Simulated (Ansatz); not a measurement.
Input and output of a relaxation of cell and atoms on a 4-atom cell of AlN started from a crystallographic database (Ansatz 0.2.0, PBE). The input holds the cell as the database lists it.

```yaml
crystal:
  lattice:
    - [3.113, 0.0, 0.0]
    - [-1.5565, 2.695937082, 0.0]
    - [0.0, 0.0, 4.981]
  atoms:
    - { symbol: Al, position: [0.3333333333, 0.6666666667, 0.0] }
    - { symbol: Al, position: [0.6666666667, 0.3333333333, 0.5] }
    - { symbol: "N", position: [0.3333333333, 0.6666666667, 0.38] }
    - { symbol: "N", position: [0.6666666667, 0.3333333333, 0.88] }
kpoints:
  mp_grid: { grid: [12, 12, 6] }
hamiltonian:
  xc: pbe
scf:
  occupations: { method: fermi_dirac, width: 0.02 }
relax:
  f_tol: 0.005
  cell: {}
```

The output follows, shortened, with numbered blanks.
```
Pseudopotential: Al, paw, valence charge 3, recommended cutoff 420 eV (normal)
Pseudopotential: N, paw, valence charge 5, recommended cutoff 420 eV (normal)
Functional definition: PBE
Crystal: 4 atoms, lattice volume = 41.803 Å³
[1]
Bands: 12, of which v1, the nominal top of the filled ones, is band 8 counted from 1 (7 counted from 0)
Symmetry: 12 space group operations
Space group: P63mc (ITA 186)
k-points: 76 of 864 (time reversal used)
preconditioner: auto → none  [insulator: Δε(μ)=4.209 eV  σ=0.020 eV  ℏωp=23.0 eV]
relax step 1: F+E_penalty+E_count = -1848.49774792 eV  max|allowed force component| = 1.292e-1 eV/Å  Δτ_max = 0.0000 Å  P = +3.721 GPa  Ω = 41.803 Å³
--- Relaxed structure (6 steps of the walk, 6 accepted, 2 SCFs on fresh bases) ---
[2]
```

Q: What stood in the gaps? They hold the relaxed structure, cutoff and plane waves at Γ.

A:
```
[1]
Basis set: ecut = 420 eV, 809 PW (Γ)
[2]
  F+E_penalty+E_count = -1848.50798456 eV   max|allowed force component| = 6.642e-5 eV/Å
  cell:  # Å, volume = 42.5812 Å³
    - [3.130247, 0.000000, 0.000000]
    - [-1.565123, 2.710873, 0.000000]
    - [0.000000, 0.000000, 5.017993]
  atoms:
    - { symbol: Al, position: [0.333333, 0.666667, -0.000771] }
    - { symbol: Al, position: [0.666667, 0.333333, 0.499229] }
    - { symbol: N, position: [0.333333, 0.666667, 0.380771] }
    - { symbol: N, position: [0.666667, 0.333333, 0.880771] }
```
The trailing digits, and the zero of the energies, depend on the potentials and thresholds.

Command: `ansatz run input.yaml --threads 2 --pin off --max-ram 2211MiB --backend cpu --events-out ev --progress --plain --runs-dir out`. Wall time 5.2 s on 2 threads of AMD EPYC 9R45 96-Core Processor (Zen 5) (shared host), load about 0.3 per core; peak host memory 0.42 GiB.

(Simulation; spin polarisation is off.)
